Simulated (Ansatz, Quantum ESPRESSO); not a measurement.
## Equation of state of rutile TiO2

How stiff is rutile TiO2 under hydrostatic load? Each row relaxes cell and atoms at a set pressure. The symmetry of the cell is held, so distortions that would lower it, which this phase may prefer, aren't tested. The phase is followed to these pressures whether or not it stays the stable one.

Calculated with Quantum ESPRESSO 7.5, PBEsol, GBRV 1.5 ultrasoft potentials, cutoff 680 eV, Fermi–Dirac smearing 0.02 eV, k-mesh 6×6×9, no spin polarisation, no spin-orbit coupling.

Reference cell, relaxed at zero pressure with PBEsol (P4_2/mnm): a = 4.5919 Å, b = 4.5919 Å, c = 2.9397 Å, α = 90.00°, β = 90.00°, γ = 90.00°.

```csv
atom,x,y,z
Ti,0.0000,0.0000,0.0000
Ti,0.5000,0.5000,0.5000
O,0.3044,0.3044,0.0000
O,0.1956,0.8044,0.5000
O,0.6956,0.6956,0.0000
O,0.8044,0.1956,0.5000
```

```csv
V (Å³/atom),V/V0,P (GPa),E − E0 (meV/atom)
10.5268,1.0190,−4.003,2.2
10.1147,0.9791,5.002,3.7
9.7500,0.9438,15.001,26.7
9.5922,0.9285,19.996,44.2
9.3123,0.9014,29.989,88.3
```

V0 = 10.3309 Å³ an atom, where the residual pressure P0 is +0.010 GPa. **Question.** Fit the Birch–Murnaghan law and give the pressure and the energy at V = 9.9229 Å³ an atom, a row left out above.

With the Eulerian strain f = ½[(V0/V)^(2/3) − 1] and F = (P − P0)/[3f(1 + 2f)^(5/2)], the third-order law is the line F = B0 + (3/2) B0 (B′ − 4) f.

| f | F (GPa) |
| --- | --- |
| 0.03583 | 234.62 |
| 0.02535 | 232.22 |
| 0.01967 | 230.71 |
| 0.00710 | 226.26 |
| −0.00622 | 221.81 |

A straight line through the 5 rows: the means are 0.01635 for f and 229.12 for F, Σ(Δx)² = 0.001066 and ΣΔxΔy = 0.3318, so the slope is 0.3318/0.001066 = 311.09 and the intercept 229.12 − (311.09)(0.01635) = 224.04.

Hence B0 = 224.0 GPa and B′ = 4 + (311.1)/(1.5 × 224.0) = 4.93. For the withheld volume f = 0.01361, F = 228.27 GPa and P = 9.98 GPa. The run itself gives 10.00 GPa, so the estimate misses by 0.02 GPa; the fitted rows themselves lie up to 0.07 GPa off the law.

Integrating the same law gives E − E0 = (9/2) B0 V0 f²[1 + (B′ − 4) f] + P0(V0 − V), with 1 GPa Å³ = 6.2415 meV: 12.2 meV an atom. The run itself gives 13.0 meV, so the estimate misses by 0.8 meV; the fitted rows themselves lie up to 2.0 meV off the law.

The same fit over all rows at other levels or in other programs gives B0 = 223 GPa with PBEsol (Ansatz) and 224 GPa with PBEsol (Quantum ESPRESSO, PseudoDojo).

Measured volume: 10.394 Å³ an atom (American Mineralogist 80 448 1995, 300 K), so V0 is −0.6 % off. A stiffness follows the volume as d ln B/d ln V = −B′, which moves B0 by about −3 % when it is taken at the measured volume.

The calculation is for a static lattice, while measurements hold thermal and zero-point motion.

[Logs are printed without paths, hosts, clocks, repeated set-up lines and the standing remarks that a program may print on its own settings, such as how far it seeks lower states.]
